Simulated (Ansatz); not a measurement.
The system is Ni.

```
Ni
1.0
     0.00000    1.73757    1.73757
     1.73757    0.00000    1.73757
     1.73757    1.73757    0.00000
Ni
1
Direct
  0.00000 0.00000 0.00000
```

Base run:

- Program: Ansatz 0.2.0
- Functional: RPBE
- Potentials or basis: all-electron LAPW, scalar-relativistic
- Cutoff: 320 eV (chosen from the basis error)
- Basis error allowed: 0.001 eV/atom
- k mesh: 13 × 13 × 13
- Occupations: gaussian, width 0.02 eV
- Spin: collinear spin, ferromagnetic start
- Starting moments: [1.0] μB

Its results: band gap on the k mesh none (metal or under the smearing width); pressure 13.8 GPa; net moment 0.64 μB per cell; site moments Ni +0.67 μB.

Task: The run is repeated on the same cell with these changes: functional from RPBE to LDA. What comes out?

Result: Band gap on the k mesh none (metal or under the smearing width); pressure -10.5 GPa; net moment 0.62 μB per cell; site moments Ni +0.64 μB.

LDA binds more tightly than RPBE, so the same cell stands under less pressure.
